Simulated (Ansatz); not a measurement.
# HfN: the cost of one run

Program: Ansatz 0.2.0. Level of theory: DFT PBE, scalar-relativistic, plane waves, PAW. These are calculated values, not measurements.

2 further runs of the same task are left out: 2 set aside as unsound or not needed.

**1. The starting structure**

It takes space group Fm-3m (No. 225, cubic). The conventional cell has a = 4.548 Å, b = 4.548 Å, c = 4.548 Å, α = 90.00°, β = 90.00°, γ = 90.00°. Hf (site symmetry m-3m) has 6 N at 2.27 Å as nearest neighbours. Around N (site symmetry m-3m) lie 6 Hf at 2.27 Å.

Coordinates:

```
Hf N
1.0
     0.00000    2.27390    2.27390
     2.27390    0.00000    2.27390
     2.27390    2.27390    0.00000
Hf N
1 1
Direct
  0.00000 0.00000 0.00000
  0.50000 0.50000 0.50000
```

This cell was relaxed beforehand with the same method: volume 11.76 Å³/atom, gap on the mesh none (metal).

**2. A bulk reference on a matched mesh**

To let mesh errors cancel, the bulk is computed in a cell built on the (111) plane.

input.yaml

```yaml
crystal:
  lattice:
    - [3.2157737866, 0.0, 0.0]
    - [-1.6078868933, 2.784941792, 0.0]
    - [0.0, 0.0, 7.8770049054]
  atoms:
    - { symbol: Hf, position: [0.0, 0.0, 0.0] }
    - { symbol: "N", position: [0.0, 0.0, 0.5] }
    - { symbol: Hf, position: [0.3333333333, 0.6666666667, 0.3333333333] }
    - { symbol: "N", position: [0.6666666667, 0.3333333333, 0.1666666667] }
    - { symbol: Hf, position: [0.6666666667, 0.3333333333, 0.6666666667] }
    - { symbol: "N", position: [0.3333333333, 0.6666666667, 0.8333333333] }
basis:
  ecutwfc: 420
kpoints:
  mp_grid: { grid: [12, 12, 4] }
hamiltonian:
  xc: pbe
scf:
  occupations: { method: gaussian, width: 0.1 }
output:
  forces: true
  stress: true
  eigenvalues: true
```

Command:

```bash
ansatz run input.yaml --threads 2 --pin off --max-ram 5120MiB --backend cpu --events-out ev --progress --plain --runs-dir out
```

What time and memory should one allow on 2 threads of Intel Xeon 6975P-C (Granite Rapids), shared host?

About 3.7 s, with a peak of 0.52 GiB.
